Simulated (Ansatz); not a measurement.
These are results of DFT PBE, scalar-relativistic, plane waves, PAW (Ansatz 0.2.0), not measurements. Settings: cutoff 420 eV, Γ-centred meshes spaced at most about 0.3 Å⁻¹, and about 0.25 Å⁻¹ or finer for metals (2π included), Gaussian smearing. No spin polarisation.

Each guess is relaxed in cell and atoms at zero pressure, on a coarse mesh first where it starts far from rest and then on a converged one. The steps can't lower the symmetry of the start, but it can rise. Energies are static (0 K, no zero-point motion).

Two unrelaxed guesses for Zn2Si3N:

A.

```cif
data_structure
_symmetry_space_group_name_H-M 'P-3m1'
_symmetry_Int_Tables_number 164
_cell_length_a 3.4000
_cell_length_b 3.4000
_cell_length_c 8.3308
_cell_angle_alpha 90.000
_cell_angle_beta 90.000
_cell_angle_gamma 120.000
_cell_volume 83.40
loop_
_atom_site_label
_atom_site_type_symbol
_atom_site_symmetry_multiplicity
_atom_site_Wyckoff_symbol
_atom_site_fract_x
_atom_site_fract_y
_atom_site_fract_z
_atom_site_occupancy
Zn1 Zn 2 d 0.33333 0.66667 0.66381 1
Si1 Si 2 d 0.33333 0.66667 0.17324 1
Si2 Si 1 b 0.00000 0.00000 0.50000 1
N1 N 1 a 0.00000 0.00000 0.00000 1
```

B.

```cif
data_structure
_symmetry_space_group_name_H-M 'R-3m:H'
_symmetry_Int_Tables_number 166
_cell_length_a 5.0526
_cell_length_b 5.0526
_cell_length_c 11.9598
_cell_angle_alpha 90.000
_cell_angle_beta 90.000
_cell_angle_gamma 120.000
_cell_volume 264.42
loop_
_atom_site_label
_atom_site_type_symbol
_atom_site_symmetry_multiplicity
_atom_site_Wyckoff_symbol
_atom_site_fract_x
_atom_site_fract_y
_atom_site_fract_z
_atom_site_occupancy
Zn1 Zn 6 c 0.33333 0.66667 0.29306 1
Si1 Si 9 d 0.83333 0.16667 0.16667 1
N1 N 3 a 0.00000 0.00000 0.00000 1
```

Question: Which guess leads to the lower structure, and by how much?

Answer: A ends lower, by 245 meV/atom. A: P-3m1 at 13.9 Å³/atom → P-3m1 at 13.2 Å³/atom; B: R-3m at 14.7 Å³/atom → R-3m at 13.9 Å³/atom. Counting Si or Zn atoms around N (for each partner element, those within 1.25 times its shortest distance or 1.15 times the sum of covalent radii, where it is the nearest in units of that sum or under 1.3; the shortest distance is added where it is long for a bond), the end of A has N 6 and the end of B has N 6 from 2.2 Å. End of A. Conventional cell: a = 2.793 Å, c = 11.713 Å. Zn is surrounded by 6 Si at 2.77–2.80 Å and 6 Zn at 2.79 Å; Si on a site of symmetry 3m is surrounded by 3 N at 2.09 Å and 3 Zn at 2.77 Å; N is surrounded by 6 Si at 2.09 Å; 1 more site not described. End of B. Conventional cell: a = 5.616 Å, c = 9.190 Å. Zn is surrounded by 1 Zn at 2.33 Å and 3 Si at 2.50 Å; Si is surrounded by 2 N at 2.23 Å and 2 Zn at 2.50 Å; N has 6 Si at 2.23 Å.

Ends held by symmetry can be saddle points. Even the lowest of the cells shown lies +0.37 eV/atom against the elements. Some types were kept out of the candidates beforehand, so the set may lack a known form.
